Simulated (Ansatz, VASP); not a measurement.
# One calculation of ZnO (zincite), two programs

```
Zn O
1.0
     3.20539    0.00000    0.00000
    -1.60270    2.77595    0.00000
     0.00000    0.00000    5.13535
Zn O
2 2
Direct
  0.66667 0.33333 0.00000
  0.33333 0.66667 0.50000
  0.33333 0.66667 0.87901
  0.66667 0.33333 0.37901
```

Change from the starting cell: volume scaled by 0.96.

Alike in both runs: task single point; functional PBE; k mesh 9 × 9 × 5; occupations fermi-dirac, width 0.05 eV; no spin polarisation.

|  | VASP | Ansatz |
| --- | --- | --- |
| version | VASP 6.6.1 | Ansatz 0.2.0 |
| potentials or method | VASP PAW PBE potentials, release 64 (Zn, O), cutoff 520 eV | all-electron LAPW, scalar-relativistic |

```csv
,VASP,Ansatz,Ansatz less VASP
gap on the k mesh at the Fermi level (eV),0.85,0.88,+0.032
least direct gap on the mesh (eV),0.85,0.88,+0.032
pressure (GPa),12.9,11.5,-1.38
largest component of the traceless stress (GPa),1.32,1.28,-0.036
rms of the force components (eV/Å),0.051,0.049,-0.0026
```

Atom by atom the forces differ by 0.003 eV/Å (rms over components). Ansatz ran all-electron here, so the differences hold the error of VASP's frozen core and of both bases.
